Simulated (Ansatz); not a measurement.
## BN (P6_3mc), symmetry broken, then relaxed

Computed with DFT PBE, scalar-relativistic, plane waves, PAW (Ansatz). Settings: plane waves to 420 eV, k-mesh 12×12×6 (Γ-centred), Gaussian smearing 0.05 eV. No spin polarisation. Energies are free energies at this smearing, counted from the undisturbed cell; pressure is positive in compression.

The undisturbed cell (relaxed at this level; this wurtzite form isn't the usual structure):

```
CELL_PARAMETERS angstrom
2.55458 0.00000 0.00000
-1.27729 2.21233 0.00000
0.00000 0.00000 4.22451
ATOMIC_POSITIONS crystal
B 0.66667 0.33333 0.99981
B 0.33333 0.66667 0.49981
N 0.66667 0.33333 0.62519
N 0.33333 0.66667 0.12519
```

The atoms are displaced (Å, in the unstrained cell):

```
atom ux uy uz
  B1  -0.025   0.031   0.031
  B2  -0.025   0.031   0.031
  N3   0.025  -0.031  -0.031
  N4   0.025  -0.031  -0.031
```

Cell and atoms are then relaxed.

Does the relaxation return to the undisturbed structure?

Yes (up to a choice of domain or origin): same space group and volume, and an energy 0.0 meV/atom from it. The disturbance itself cost 61.9 meV/atom. The final space group reads P6_3mc (tolerance 0.05 Å) and the volume changes by -0.01 %.

Final structure:

```
B N
1.0
     2.55452    0.00003    0.00001
    -1.27724    2.21225   -0.00001
     0.00001   -0.00001    4.22449
B N
2 2
Cartesian
  1.2773 0.7374 4.2237
  0.0000 1.4748 2.1114
  1.2773 0.7374 2.6411
  0.0000 1.4748 0.5289
```

The relaxation, step by step (energy from the first step; small jumps at an unchanged geometry come where the plane waves are selected anew for the new cell):

```csv
step,ΔE (meV/atom),largest force component (eV/Å),pressure (GPa)
1,0.0,1.723,3.65
2,-35.3,0.966,0.30
3,-61.9,0.031,0.00
4,-61.9,0.000,0.00
5,-61.9,0.000,0.01
```

Cost: 3 runs of about 1.4 core-minutes in all, on Arm Neoverse V2 (shared hosts).